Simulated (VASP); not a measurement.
Wanted: an ASE script for a VASP 6.6.1 run.

| Quantity | Value |
| --- | --- |
| Task | single point |
| Functional | PBE |
| Potentials or basis | VASP PAW PBE potentials, release 54 (Ti_sv) |
| Cutoff | 520 eV |
| k mesh | 11 × 11 × 11 |
| Occupations | gaussian, width 0.02 eV |
| Spin | no spin polarisation |
| Further INCAR settings | ALGO = Normal; EDIFF = 1.00e-06; NBANDS = 12 |

The structure of Ti lies in Ti.cif:

```cif
data_Ti
_cell_length_a 2.87085353
_cell_length_b 2.87085353
_cell_length_c 2.87085353
_cell_angle_alpha 60.00000000
_cell_angle_beta 60.00000000
_cell_angle_gamma 60.00000000
_space_group_name_H-M_alt 'P1'
_space_group_name_Hall 'P 1'
_space_group_IT_number 1
loop_
_space_group_symop_operation_xyz
'x,y,z'
loop_
_atom_site_label
_atom_site_type_symbol
_atom_site_symmetry_multiplicity
_atom_site_Wyckoff_symbol
_atom_site_fract_x
_atom_site_fract_y
_atom_site_fract_z
_atom_site_occupancy
Ti1 Ti 1 a 0.0000000000 0.0000000000 0.0000000000 1
```

This isn't the form of Ti at room conditions, which is hcp.

The input as run:

run.py

```python
from ase.calculators.vasp import Vasp
from ase.dft.bandgap import bandgap
from ase.io import read

atoms = read('Ti.cif')
calc = Vasp(
    directory='calc',
    xc='pbe',
    pp='PBE',
    setups='recommended',
    pp_version='54',
    prec='Accurate',
    encut=520,
    ediff=1e-06,
    ismear=0,
    sigma=0.02,
    lreal=False,
    lasph=True,
    nelm=100,
    algo='Normal',
    isif=2,
    lwave=False,
    lcharg=True,
    lelf=True,
    lvhar=True,
    kpts=[11, 11, 11],
    gamma=True,
    nbands=12,
)
atoms.calc = calc

print('energy (eV):', atoms.get_potential_energy())
print('free energy (eV):', atoms.get_potential_energy(force_consistent=True))
print('forces (eV/A):')
print(atoms.get_forces())
print('stress (eV/A^3, Voigt):', atoms.get_stress())
print('Fermi level (eV):', calc.get_fermi_level())
gap, top, bottom = bandgap(calc)
print('band gap (eV):', gap, 'from (spin, k, band)', top, 'to', bottom)
```

Potentials or basis: VASP PAW PBE potentials, release 54 (Ti_sv).

The run is started by

```sh
$ python run.py
```

It gave:

- Pressure: 3.5 GPa
- Band gap on the k mesh: none (metal or under the smearing width)

It took 15 s on 1 thread of Intel(R) Xeon(R) Platinum 8488C (Sapphire Rapids) (shared host), peak memory 0.13 GiB.
